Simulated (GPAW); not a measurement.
Crystal: Ni.

```xyz
1
Lattice="0.0000 1.7376 1.7376 1.7376 0.0000 1.7376 1.7376 1.7376 0.0000" Properties=species:S:1:pos:R:3 pbc="T T T"
Ni    0.0000    0.0000    0.0000
```

Program: GPAW 26.7.0. Alike in all runs: spin collinear, ferromagnetic start; cell as given; k mesh 13 × 13 × 13; cutoff (eV) 600.

Problem. Order these runs on this cell by their pressure, lowest first.
A. level r2SCAN; potentials or basis GPAW PAW data sets (gpaw-data 1.2.1), pw; smearing fermi-dirac 0.05 eV; band path GXWKGLUWLK,UX; band points 80
B. level PBE; potentials or basis GPAW PAW data sets (gpaw-data 1.2.1), pw; smearing gaussian 0.027 eV
C. level LDA; potentials or basis the program's PAW data sets (release 1.2.1) made for this functional, pw; smearing gaussian 0.02 eV
D. level revPBE; potentials or basis the program's PAW data sets (release 1.2.1) made for this functional, pw; smearing fermi-dirac 0.05 eV; band path GXWKGLUWLK,UX; band points 80
E. level BLYP; potentials or basis PAW data sets generated in the run's folder for this functional, pw; smearing fermi-dirac 0.05 eV; eigensolver davidson; band path GXWKGLUWLK,UX; band points 100

Solution. C (-8.4 GPa), A (4.1 GPa), B (10.5 GPa), D (15.3 GPa), E (19.4 GPa).

Caveats: the stock nickel data set gives pressures a few GPa off other programs; so large a pressure means that the cell lies far from this level's equilibrium, or that cutoff or potentials fall short (some runs); the PAW data sets were made with another functional, which shifts forces and pressure a little (some runs).
